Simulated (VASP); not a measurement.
# AlN (P6_3mc) in VASP: notebook, part 2 of 3

VASP 6.6.1.

## 3. G0W0 quasiparticle levels, PBE

Contents of POSCAR:

```
AlN
1.0
    3.1130000000      0.0000000000      0.0000000000
   -1.5565000000      2.6959370820      0.0000000000
    0.0000000000      0.0000000000      4.9810000000
Al N
2 2
Direct
    0.6666666667      0.3333333333      0.5000000000
    0.3333333333      0.6666666667      0.0000000000
    0.6666666667      0.3333333333      0.8800000000
    0.3333333333      0.6666666667      0.3800000000
```

Contents of INCAR.step1:

```
  PREC = Accurate
  ENCUT = 450
  EDIFF = 1E-8
  ISMEAR = 0
  SIGMA = 0.01
  LREAL = False
  LASPH = True
  NELM = 80
  ALGO = Normal
  LWAVE = True
  LCHARG = False
  GGA = PE
```

Contents of INCAR.step2:

```
  PREC = Accurate
  ENCUT = 450
  EDIFF = 1E-8
  ISMEAR = 0
  SIGMA = 0.01
  LREAL = False
  LASPH = True
  NELM = 1
  ALGO = Exact
  LWAVE = True
  LCHARG = False
  GGA = PE
  NBANDS = 258
  LOPTICS = True
  ISTART = 1
```

Contents of INCAR.step3:

```
  PREC = Accurate
  ENCUT = 450
  EDIFF = 1E-8
  ISMEAR = 0
  SIGMA = 0.01
  LREAL = False
  LASPH = True
  ALGO = EVGW0
  LWAVE = False
  LCHARG = False
  GGA = PE
  NELMGW = 1
  NBANDS = 258
  ENCUTGW = 150
  NOMEGA = 48
  PRECFOCK = Fast
  ISTART = 1
  NBANDSGW = 16
```

Contents of KPOINTS:

```
Automatic mesh
0
Gamma
  4 4 3
```

Potentials or basis: VASP PAW PBE potentials, release 64 (Al_GW, N_GW).

The run is started by

```bash
> cat potpaw_PBE.64/Al_GW/POTCAR potpaw_PBE.64/N_GW/POTCAR > POTCAR
> cp INCAR.step1 INCAR
> mpirun -np 1 vasp_std > vasp.out
> cp INCAR.step2 INCAR
> mpirun -np 1 vasp_std > vasp.out
> cp INCAR.step3 INCAR
> mpirun -np 1 vasp_std > vasp.out
```

OUTCAR:

```text
PREC = Accurate
   ENCUT = 450
   EDIFF = 1E-8
   ISMEAR = 0
   LREAL = False
   LASPH = True
   GGA = PE
   NELMGW = 1
   ENCUTGW = 150
   PRECFOCK = Fast
   ISTART = 1

 Found      8 irreducible k-points:

 Following reciprocal coordinates:
            Coordinates               Weight
  0.000000  0.000000  0.000000      1.000000
  0.250000 -0.000000  0.000000      6.000000
  0.500000 -0.000000  0.000000      3.000000
  0.250000  0.250000  0.000000      6.000000
  0.000000  0.000000  0.333333      2.000000
  0.250000 -0.000000  0.333333     12.000000
   k-points           NKPTS =      8   k-points in BZ     NKDIM =     48   number of bands    NBANDS=    258
   number of dos      NEDOS =    301   number of ions     NIONS =      4
   total plane-waves  NPLWV =  20736
   dimension x,y,z NGX =    24 NGY =   24 NGZ =   36
   dimension x,y,z NGXF=    48 NGYF=   48 NGZF=   72
   ions per type =               2   2
   NGX,Y,Z   is equivalent  to a cutoff of  12.82, 12.82, 12.02 a.u.
   NGXF,Y,Z  is equivalent  to a cutoff of  25.63, 25.63, 24.03 a.u.
 SYSTEM =  unknown system
   PREC   = accura    normal or accurate (medium, high low for compatibility)
   ISTART =      1    job   : 0-new  1-cont  2-samecut
   ICHARG =      0    charge: 1-file 2-atom 10-const
   ISPIN  =      1    spin polarized calculation?
   LNONCOLLINEAR =      F non collinear calculations
   LSORBIT =      F    spin-orbit coupling
   LASPH  =      T    aspherical Exc in radial PAW
   ENCUT  =  450.0 eV  33.07 Ry    5.75 a.u.   5.38  5.38  8.62*2*pi/ulx,y,z
   NELM   =     60;   NELMIN=  2; NELMDL=  0     # of ELM steps
   EDIFF  = 0.1E-07   stopping-criterion for ELM
   LREAL  =      F    real-space projection
   EDIFFG = 0.1E-06   stopping-criterion for IOM
   NSW    =      0    number of steps for IOM
   IBRION =     -1    ionic relax: 0-MD 1-quasi-New 2-CG
   NFREE  =      0    steps in history (QN), initial steepest desc. (CG)
   ISIF   =      0    stress and relaxation
   ISYM   =      3    0-nonsym 1-usesym 2-fastsym
   POTIM  = 0.5000    time-step for ionic-motion
   TEBEG  =    0.0;   TEEND  =   0.0 temperature during run
   PSTRESS=    0.0 pullay stress
   NELECT =      16.0000    total number of electrons
   NUPDOWN=      -1.0000    fix difference up-down
   EMIN   =  10.00;   EMAX   =-10.00  energy-range for DOS
   EFERMI =   0.00;   METHOD = LEGACY
   ISMEAR =     0;   SIGMA  =   0.01  broadening in eV -4-tet -1-fermi 0-gaus
   EFERMI_NEDOS =   21; number of points for ismear=-14 and -15
   IALGO  =     38    algorithm
   IMIX   =      4    mixing-type and parameters
     AMIX     =   0.40;   BMIX     =  1.00
     AMIX_MAG =   1.60;   BMIX_MAG =  1.00
  volume/ion in A,a.u.               =      10.45        70.52
  Fermi-wavevector in a.u.,A,eV,Ry     =   1.188629  2.246183 19.222843  1.412839
  Thomas-Fermi vector in A             =   2.324754
   LORBIT       =      0    0 simple, 1 ext, 2 COOP (PROOUT), +10 PAW based schemes
   GGA     = PE    functional components
   LHFCALC =     T    Hartree Fock is set to
   PRECFOCK=fast      Normal, Fast or Accurate (Low or Medium for compatibility)
   ENCUT4O =  -1.0   cutoff for four orbital integrals eV
   NKREDX  =     1    reduce k-point grid by
   NKREDY  =     1    reduce k-point grid by
   NKREDZ  =     1    reduce k-point grid by
   AEXX    =    1.0000 exact exchange contribution
   HFSCREEN=    0.0000 screening length (either q_TF or 0.3 A-1)
   HFSCREENC=   0.0000 screening length for correlation (either q_TF or 0.3 A-1)
   ENCUTFOCK=  -1.0 apply spherical cutoff to Coloumb kernel
   IVDW    =     0    specifies the selected vdW correction
   LEPSILON=     F    determine dielectric tensor
   LRPA    =     F    only Hartree local field effects (RPA)
   LRPAFORCE           =     F    calculate RPA forces
   ENCUTGW             = 150.0    cutoff for response function in eV
   ENCUTGWSOFT         = 120.0    soft cutoff for Coulomb kernel in GW response function in eV
   ENCUTLF             =  -1.0    cutoff for local field effects
   NELMGW              =     1    number of iterations in solving QP/BSE equation
   NELMHF              =     1    number of iterations in the inner HF iteration
   NKREDLFX            =     1    NKREDLFY  =   1   NKREDLFZ  =   1
 non-spin polarized calculation
 Gauss-broadening in eV      SIGMA  =   0.01
  energy-cutoff  :      450.00
  volume of cell :       41.80
 maximum number of plane-waves:       929
 NGX is ok and might be reduce to    24
  NGX = 12; NGY = 12; NGZ = 20
   NGX = 11   NGY = 11   NGZ = 17
 maximum number of plane-waves:       179

 QP shifts <psi_nk| G(iteration)W_0 |psi_nk>: iteration 1
 for sc-GW calculations column KS-energies equals QP-energies in previous step
 and V_xc(KS)=  KS-energies - (<T + V_ion + V_H > + <T+V_H+V_ion>^1  + <V_x>^1)

 k-point   1 :       0.0000    0.0000    0.0000
  band No.  KS-energies  QP-energies   sigma(KS)   V_xc(KS)     V^pw_x(r,r')   Z            occupation Imag(sigma)

      1     -10.0517     -11.6168     -16.9754     -14.7935     -24.7724       0.7173       2.0000       1.2418
      2      -7.9009      -9.3660     -18.3720     -16.3505     -25.8675       0.7248       2.0000       0.9862
      3      -0.8685      -2.1944     -14.4669     -12.6477     -18.5133       0.7288       2.0000       0.2044
      4       4.2844       3.2536     -17.6333     -16.3010     -20.6613       0.7737       2.0000       0.0896
      5       4.2844       3.2536     -17.6333     -16.3010     -20.6613       0.7737       2.0000       0.0896
      6       4.9402       3.9954     -17.9850     -16.7686     -20.8670       0.7768       2.0000       0.0859
[... 8 lines left out ...]
     15      18.2584      19.2010      -9.3099     -10.4987      -4.0010       0.7929       0.0000      -0.1515
     16      18.2584      19.2010      -9.3099     -10.4987      -4.0010       0.7929       0.0000      -0.1515

 k-point   2 :       0.2500   -0.0000    0.0000
  band No.  KS-energies  QP-energies   sigma(KS)   V_xc(KS)     V^pw_x(r,r')   Z            occupation Imag(sigma)

      1      -9.3043     -10.8333     -17.3257     -15.2088     -25.0037       0.7223       2.0000       1.1592
      2      -7.5334      -8.9737     -18.6378     -16.6509     -26.0867       0.7249       2.0000       0.9450
      3       0.0452      -1.2614     -14.8056     -13.0407     -18.5734       0.7403       2.0000       0.1614
      4       1.6879       0.4362     -15.7591     -14.1112     -19.1139       0.7596       2.0000       0.1155
      5       2.6847       1.5388     -16.5288     -15.0358     -19.6830       0.7675       2.0000       0.1012
      6       3.5764       2.4554     -17.0851     -15.6297     -20.2106       0.7703       2.0000       0.0943
[... 8 lines left out ...]
     15      17.2389      18.2835     -10.5549     -11.8950      -5.2159       0.7795       0.0000      -0.1409
     16      18.4032      19.2697      -9.6315     -10.7356      -4.1480       0.7848       0.0000      -0.1928

 k-point   3 :       0.5000   -0.0000    0.0000
  band No.  KS-energies  QP-energies   sigma(KS)   V_xc(KS)     V^pw_x(r,r')   Z            occupation Imag(sigma)

      1      -8.0883      -9.5653     -18.2275     -16.1987     -25.7436       0.7280       2.0000       1.0133
      2      -7.3924      -8.8235     -18.6842     -16.7086     -26.0999       0.7244       2.0000       0.9248
      3      -0.3106      -1.6595     -14.8226     -12.9939     -18.6816       0.7376       2.0000       0.1711
      4       0.9790      -0.3120     -15.6603     -13.9404     -19.2462       0.7506       2.0000       0.1332
      5       1.7794       0.5550     -15.8320     -14.2168     -19.2476       0.7581       2.0000       0.1183
      6       3.0536       1.8739     -16.7937     -15.2545     -20.0245       0.7664       2.0000       0.0991
[... 8 lines left out ...]
     15      17.9676      18.9408     -11.0870     -12.3482      -5.6068       0.7717       0.0000      -0.1672
     16      20.2799      21.0576      -9.0876     -10.1070      -3.0588       0.7630       0.0000      -0.2801

 k-point   4 :       0.2500    0.2500    0.0000
  band No.  KS-energies  QP-energies   sigma(KS)   V_xc(KS)     V^pw_x(r,r')   Z            occupation Imag(sigma)

      1      -8.1838      -9.6541     -18.0747     -16.0417     -25.5922       0.7233       2.0000       1.0202
      2      -7.3110      -8.7417     -18.8287     -16.8667     -26.2559       0.7292       2.0000       0.9193
      3       0.5322      -0.8021     -15.1280     -13.3496     -18.7304       0.7503       2.0000       0.1390
      4       1.0568      -0.2304     -15.5135     -13.8037     -19.0480       0.7528       2.0000       0.1313
      5       1.5915       0.3529     -15.5523     -13.9194     -18.9507       0.7585       2.0000       0.1201
      6       2.2865       1.0903     -16.1646     -14.5978     -19.4158       0.7635       2.0000       0.1077
[... 8 lines left out ...]
     15      17.3157      18.3933     -10.9071     -12.2912      -5.5498       0.7785       0.0000      -0.1467
     16      19.7666      20.6651     -10.3339     -11.5002      -4.3477       0.7703       0.0000      -0.2861

 k-point   5 :       0.0000    0.0000    0.3333
  band No.  KS-energies  QP-energies   sigma(KS)   V_xc(KS)     V^pw_x(r,r')   Z            occupation Imag(sigma)

      1      -9.6366     -11.1821     -17.1522     -15.0033     -24.8779       0.7192       2.0000       1.1966
      2      -8.6034     -10.1002     -17.7488     -15.6804     -25.3203       0.7237       2.0000       1.0723
      3       0.4767      -0.7909     -15.3343     -13.6285     -19.0538       0.7431       2.0000       0.1483
      4       3.2314       2.1811     -16.6352     -15.2718     -19.6411       0.7704       2.0000       0.0952
      5       4.4415       3.4293     -17.7157     -16.4101     -20.7103       0.7754       2.0000       0.0887
      6       4.4415       3.4293     -17.7157     -16.4101     -20.7103       0.7754       2.0000       0.0887
[... 8 lines left out ...]
     15      17.1524      18.0015      -8.9988     -10.0608      -3.9099       0.7996       0.0000      -0.1304
     16      17.1524      18.0015      -8.9988     -10.0608      -3.9099       0.7996       0.0000      -0.1304

 k-point   6 :       0.2500   -0.0000    0.3333
  band No.  KS-energies  QP-energies   sigma(KS)   V_xc(KS)     V^pw_x(r,r')   Z            occupation Imag(sigma)

      1      -8.9399     -10.4489     -17.5231     -15.4331     -25.1425       0.7220       2.0000       1.1136
      2      -8.0738      -9.5438     -18.1253     -16.0983     -25.6254       0.7252       2.0000       1.0067
      3       0.5772      -0.6931     -15.4223     -13.7204     -19.1077       0.7465       2.0000       0.1439
      4       1.6876       0.4813     -16.0279     -14.4378     -19.4158       0.7586       2.0000       0.1173
      5       2.7397       1.5617     -16.2746     -14.7395     -19.4404       0.7674       2.0000       0.1013
      6       3.8308       2.7404     -17.2311     -15.8186     -20.3041       0.7720       2.0000       0.0927
[... 8 lines left out ...]
     15      17.4708      18.3323      -9.3595     -10.4448      -4.1306       0.7938       0.0000      -0.1493
     16      18.3466      19.2527      -9.8084     -10.9654      -4.3008       0.7831       0.0000      -0.1907

 [... further k-points ...]
```

Run time: 3 min. Hardware: 1 thread of Intel Xeon Platinum 8259CL at 2.50GHz (Skylake/Cascade Lake), shared host; peak memory 0.39 GiB.

The run converged, but some of its settings lie outside the range that counts as converged, so its numbers aren't taken as properties of the crystal.

Results:

- Band gap on the k mesh, mean-field level: 4.21 eV, direct
- Quasiparticle gap: 5.77 eV
- Least direct quasiparticle gap: 5.77 eV

Caveat: the k mesh is coarse (spacing up to 0.58 Å⁻¹), so the values aren't converged; bands, screening cutoff and mesh are small and nothing is extrapolated, so the quasiparticle values aren't converged.

## 4. G0W0 quasiparticle levels, PBE

POSCAR is that of step 3.

Contents of INCAR.step1:

```
ALGO = Fast
EDIFF = 1E-8
ENCUT = 450
GGA = PE
ISMEAR = 0
LASPH = T
LCHARG = F
LREAL = F
LWAVE = T
NELM = 60
PREC = Accurate
SIGMA = 0.01
```

Contents of INCAR.step2:

```
ALGO = Exact
EDIFF = 1E-8
ENCUT = 450
GGA = PE
ISMEAR = 0
ISTART = 1
LASPH = T
LCHARG = F
LOPTICS = T
LREAL = F
LWAVE = T
NBANDS = 175
NELM = 1
PREC = Accurate
SIGMA = 0.01
```

Contents of INCAR.step3:

```
ALGO = EVGW0
EDIFF = 1E-8
ENCUT = 450
ENCUTGW = 200
GGA = PE
ISMEAR = 0
ISTART = 1
LASPH = T
LCHARG = F
LREAL = F
LWAVE = F
NBANDS = 175
NBANDSGW = 16
NELMGW = 1
NOMEGA = 48
PREC = Accurate
PRECFOCK = Fast
SIGMA = 0.01
```

Contents of KPOINTS:

```
k-points
0
Gamma
  5 5 3
```

Potentials or basis: VASP PAW PBE potentials, release 64 (Al_GW, N_GW).

The run is started by

```bash
> cat potpaw_PBE.64/Al_GW/POTCAR potpaw_PBE.64/N_GW/POTCAR > POTCAR
> cp INCAR.step1 INCAR
> mpirun -np 1 vasp_std > vasp.out
> cp INCAR.step2 INCAR
> mpirun -np 1 vasp_std > vasp.out
> cp INCAR.step3 INCAR
> mpirun -np 1 vasp_std > vasp.out
```

OUTCAR:

```text
EDIFF = 1E-8
   ENCUT = 450
   ENCUTGW = 200
   GGA = PE
   ISMEAR = 0
   ISTART = 1
   LASPH = T
   LREAL = F
   NELMGW = 1
   PREC = Accurate
   PRECFOCK = Fast

 Found     10 irreducible k-points:

 Following reciprocal coordinates:
            Coordinates               Weight
  0.000000  0.000000  0.000000      1.000000
  0.200000 -0.000000  0.000000      6.000000
  0.400000  0.000000  0.000000      6.000000
  0.200000  0.200000  0.000000      6.000000
  0.400000  0.200000  0.000000      6.000000
  0.000000  0.000000  0.333333      2.000000
   k-points           NKPTS =     10   k-points in BZ     NKDIM =     75   number of bands    NBANDS=    175
   number of dos      NEDOS =    301   number of ions     NIONS =      4
   total plane-waves  NPLWV =  20736
   dimension x,y,z NGX =    24 NGY =   24 NGZ =   36
   dimension x,y,z NGXF=    48 NGYF=   48 NGZF=   72
   ions per type =               2   2
   NGX,Y,Z   is equivalent  to a cutoff of  12.82, 12.82, 12.02 a.u.
   NGXF,Y,Z  is equivalent  to a cutoff of  25.63, 25.63, 24.03 a.u.
 SYSTEM =  unknown system
   PREC   = accura    normal or accurate (medium, high low for compatibility)
   ISTART =      1    job   : 0-new  1-cont  2-samecut
[... 34 lines left out ...]
   PRECFOCK=fast      Normal, Fast or Accurate (Low or Medium for compatibility)
   ENCUT4O =  -1.0   cutoff for four orbital integrals eV
   NKREDX  =     1    reduce k-point grid by
   NKREDY  =     1    reduce k-point grid by
   NKREDZ  =     1    reduce k-point grid by
   AEXX    =    1.0000 exact exchange contribution
   HFSCREEN=    0.0000 screening length (either q_TF or 0.3 A-1)
   HFSCREENC=   0.0000 screening length for correlation (either q_TF or 0.3 A-1)
   ENCUTFOCK=  -1.0 apply spherical cutoff to Coloumb kernel
   IVDW    =     0    specifies the selected vdW correction
   LEPSILON=     F    determine dielectric tensor
   LRPA    =     F    only Hartree local field effects (RPA)
   LRPAFORCE           =     F    calculate RPA forces
   ENCUTGW             = 200.0    cutoff for response function in eV
   ENCUTGWSOFT         = 160.0    soft cutoff for Coulomb kernel in GW response function in eV
   ENCUTLF             =  -1.0    cutoff for local field effects
   NELMGW              =     1    number of iterations in solving QP/BSE equation
   NELMHF              =     1    number of iterations in the inner HF iteration
   NKREDLFX            =     1    NKREDLFY  =   1   NKREDLFZ  =   1
 non-spin polarized calculation
 Gauss-broadening in eV      SIGMA  =   0.01
  energy-cutoff  :      450.00
  volume of cell :       41.80
 maximum number of plane-waves:       929
 NGX is ok and might be reduce to    24
  NGX = 12; NGY = 12; NGZ = 20
   NGX = 11   NGY = 11   NGZ = 17
 maximum number of plane-waves:       287

 QP shifts <psi_nk| G(iteration)W_0 |psi_nk>: iteration 1
 for sc-GW calculations column KS-energies equals QP-energies in previous step
 and V_xc(KS)=  KS-energies - (<T + V_ion + V_H > + <T+V_H+V_ion>^1  + <V_x>^1)

 k-point   1 :       0.0000    0.0000    0.0000
  band No.  KS-energies  QP-energies   sigma(KS)   V_xc(KS)     V^pw_x(r,r')   Z            occupation Imag(sigma)

      1     -10.0591     -11.6621     -17.0242     -14.7961     -24.7772       0.7195       2.0000       1.2589
      2      -7.9102      -9.3956     -18.4161     -16.3516     -25.8712       0.7195       2.0000       1.0175
      3      -0.8730      -2.1916     -14.4667     -12.6514     -18.5198       0.7264       2.0000       0.2043
      4       4.2750       3.2476     -17.6306     -16.3011     -20.5971       0.7727       2.0000       0.0923
      5       4.2750       3.2476     -17.6306     -16.3011     -20.5971       0.7727       2.0000       0.0923
      6       4.9301       3.9873     -17.9818     -16.7682     -20.7958       0.7769       2.0000       0.0876
[... 96 lines left out ...]
      3       0.4710      -0.7942     -15.3387     -13.6313     -19.0592       0.7410       2.0000       0.1522
      4       3.2237       2.1680     -16.6475     -15.2745     -19.6519       0.7689       2.0000       0.1003
      5       4.4320       3.4237     -17.7140     -16.4100     -20.6464       0.7733       2.0000       0.0913
      6       4.4320       3.4237     -17.7140     -16.4100     -20.6464       0.7733       2.0000       0.0913
[... 8 lines left out ...]
     15      17.1510      18.0504      -8.9399     -10.0636      -3.9286       0.8004       0.0000      -0.1331
     16      17.1510      18.0504      -8.9399     -10.0636      -3.9286       0.8004       0.0000      -0.1331

 [... further k-points ...]
```

OUTCAR.step2:

```text
EDIFF = 1E-8
   ENCUT = 450
   GGA = PE
   ISMEAR = 0
[... 587 lines left out ...]
  --------------------------------------------------------------------------------------------------------------
     0.00000     4.73910     4.73910     4.89509    -0.00000     0.00000     0.00000
     1.82517     4.93494     4.93494     5.11973    -0.00000     0.00000     0.00000
     3.65034     5.87027     5.87027     6.30731    -0.00000     0.00000     0.00000
     5.47551     7.96905     7.96905     9.22738    -0.00000     0.00000     0.00000
     7.30068     7.91403     7.91403    -1.43723    -0.00000     0.00000     0.00000
     9.12585    -0.20196    -0.20196     2.97650     0.00000     0.00000    -0.00000
[... 92 lines left out ...]
   178.86667     0.98312     0.98312     0.98318    -0.00000    -0.00000    -0.00000
   180.69184     0.98349     0.98349     0.98354    -0.00000    -0.00000    -0.00000
```

It took 5 min on 1 thread of Intel Xeon Platinum 8259CL at 2.50GHz (Skylake/Cascade Lake), shared host; peak memory 0.5 GiB.

The run converged, but some of its settings lie outside the range that counts as converged, so its numbers aren't taken as properties of the crystal.

What came out:

```
Band gap on the k mesh, mean-field level : 4.21 eV, direct
Quasiparticle gap                        : 5.82 eV
Least direct quasiparticle gap           : 5.82 eV
```

Caveat: the k mesh is coarse (spacing up to 0.47 Å⁻¹), so the values aren't converged; bands, screening cutoff and mesh are small and nothing is extrapolated, so the quasiparticle values aren't converged.

(Continued in part 3 of 3.)
